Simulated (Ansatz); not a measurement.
## Where the states of Si lie

```
Si
1.0
     2.53240    0.00000    0.00000
     0.00000    2.53240    0.00000
     0.00000    0.00000    2.53240
Si
1
Direct
  0.00000 0.00000 0.00000
```

The structure comes from a relaxation in the same program, started in the sc type, and has space group Pm-3m. Whether it is a known phase or the ground state wasn't checked.

Computed with Ansatz 0.2.0, DFT, PBE, all-electron LAPW, scalar-relativistic.

Settings: a Γ-centred 14×14×14 k mesh, Fermi–Dirac smearing of 0.03 eV, basis error target 0.25 meV/atom, no spin polarisation.

States per eV and cell, averaged over 0.4 eV, from -9.8 to 4.4 eV, with energies (bin centres) from the Fermi level; empty bins are left out. 

| E (eV) | total |
| --- | --- |
| -9.7 | 0.24 |
| -9.3 | 0.26 |
| -8.9 | 0.30 |
| -8.5 | 0.33 |
| -8.1 | 0.31 |
| -7.7 | 0.29 |
| -7.3 | 0.27 |
| -6.9 | 0.25 |
| -6.5 | 0.24 |
| -6.1 | 0.27 |
| -5.7 | 0.30 |
| -5.3 | 0.33 |
| -4.9 | 0.34 |
| -4.5 | 0.36 |
| -4.1 | 0.37 |
| -3.7 | 0.39 |
| -3.3 | 0.44 |
| -2.9 | 0.53 |
| -2.5 | 0.49 |
| -2.1 | 0.47 |
| -1.7 | 0.44 |
| -1.3 | 0.43 |
| -0.9 | 0.43 |
| -0.5 | 0.41 |
| -0.1 | 0.41 |
| 0.3 | 0.43 |
| 0.7 | 0.51 |
| 1.1 | 0.46 |
| 1.5 | 0.38 |
| 1.9 | 0.37 |
| 2.3 | 0.42 |
| 2.7 | 0.38 |
| 3.1 | 0.36 |
| 3.5 | 0.37 |
| 3.9 | 0.41 |
| 4.3 | 0.56 |
